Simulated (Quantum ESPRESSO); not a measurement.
Crystal: Ge.

```xyz
2
Lattice="1.4881 -2.5947 0.0000 1.4881 2.5947 0.0000 0.0000 0.0000 4.7276" Properties=species:S:1:pos:R:3 pbc="T T T"
Ge    1.4881    0.8643    1.1819
Ge    1.4881   -0.8643    3.5457
```

This isn't the form of Ge at room conditions, which is diamond.

Program: Quantum ESPRESSO 7.5. Alike in all runs: task band structure; level PBEsol; cell as given; k mesh 10 × 10 × 6; smearing fermi-dirac 0.05 eV. Hardware: 2 MPI ranks on Arm Neoverse V2, with other jobs on the host.

Question: Order these runs on this cell by their wall time, lowest first.
A. potentials or basis PseudoDojo 0.4 FR PBEsol standard; spin SOC, no magnetisation; cutoff (eV) 1061
B. potentials or basis PseudoDojo 0.4.1 SR PBEsol standard; spin off; cutoff (eV) 1061
C. potentials or basis GBRV 1.5 PBEsol; spin off; cutoff (eV) 612

Answer: C (23 s), B (55 s), A (270 s).

Not every run made on this cell is shown here.
